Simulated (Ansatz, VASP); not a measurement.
## V: VASP beside Ansatz

The input INCAR:

```
SYSTEM = V
ALGO = Fast
EDIFF = 1E-6
ENCUT = 520
GGA = RE
ISIF = 2
ISMEAR = -1
ISPIN = 2
LASPH = .TRUE.
LCHARG = .TRUE.
LELF = .TRUE.
LMAXMIX = 4
LORBIT = 11
LREAL = .FALSE.
LVHAR = .TRUE.
LWAVE = .FALSE.
MAGMOM = 2
NBANDS = 16
NELM = 150
PREC = Accurate
SIGMA = 0.05
```

Contents of KPOINTS:

```
k-points
0
G
  12 12 12
  0 0 0
```

Contents of POSCAR:

```
V
1.0
   -1.5143500000      1.5143500000      1.5143500000
    1.5143500000     -1.5143500000      1.5143500000
    1.5143500000      1.5143500000     -1.5143500000
V
1
Direct
    0.0000000000      0.0000000000      0.0000000000
```

Contents of input.yaml:

```yaml
crystal:
  lattice:
    - [-1.51435, 1.51435, 1.51435]
    - [1.51435, -1.51435, 1.51435]
    - [1.51435, 1.51435, -1.51435]
  atoms:
    - { symbol: V, position: [0.0, 0.0, 0.0], spin: 2.0 }
hamiltonian:
  xc: revpbe
  pseudopotentials: { kind: paw }
magnetization:
  spin_polarized: true
kpoints:
  mp_grid: { grid: [12, 12, 12] }
  band_path:
    path:
      - [[0.0, 0.0, 0.0], [0.5, -0.5, 0.5], [0.0, 0.0, 0.5], [0.0, 0.0, 0.0], [0.25, 0.25, 0.25], [0.5, -0.5, 0.5]]
      - [[0.25, 0.25, 0.25], [0.0, 0.0, 0.5]]
    npoints: 14
scf:
  occupations: { method: fermi_dirac, width: 0.05 }
  n_extra_bands: 6
output:
  forces: true
  stress: true
  eigenvalues: true
  fatbands: false
  write_density: true
  write_potential: true
  elf: true
  volumetric_format: npy
```

Alike in both runs: functional revPBE; k mesh 12 × 12 × 12; occupations fermi-dirac, width 0.05 eV; collinear spin.

|  | VASP | Ansatz |
| --- | --- | --- |
| version | VASP 6.6.1 | Ansatz 0.2.0 |
| potentials or method | VASP PAW PBE potentials, release 64 (V_sv) | Ansatz PAW |
| plane-wave cutoff (eV) | 520 | 420 |
| valence electrons in the cell | 13 | 13 |
| task | single point | band structure |

|  | VASP | Ansatz | Ansatz less VASP |
| --- | --- | --- | --- |
| gap on the k mesh at the Fermi level (eV) | none | none | - |
| pressure (GPa) | -2.1 | -2.4 | -0.21 |
| net moment per atom (μB) | 0.00 | 0.00 | -0.003 |

A gap of «none» marks a metal or a gap that the smearing closes.

Caveats: the PAW data sets were made with another functional, which shifts forces and pressure a little (VASP); the PAW data sets come from PBE, with cores solved anew for the run's functional, which leaves a small shift of forces and pressure (Ansatz); the starting moments weren't kept (Ansatz).
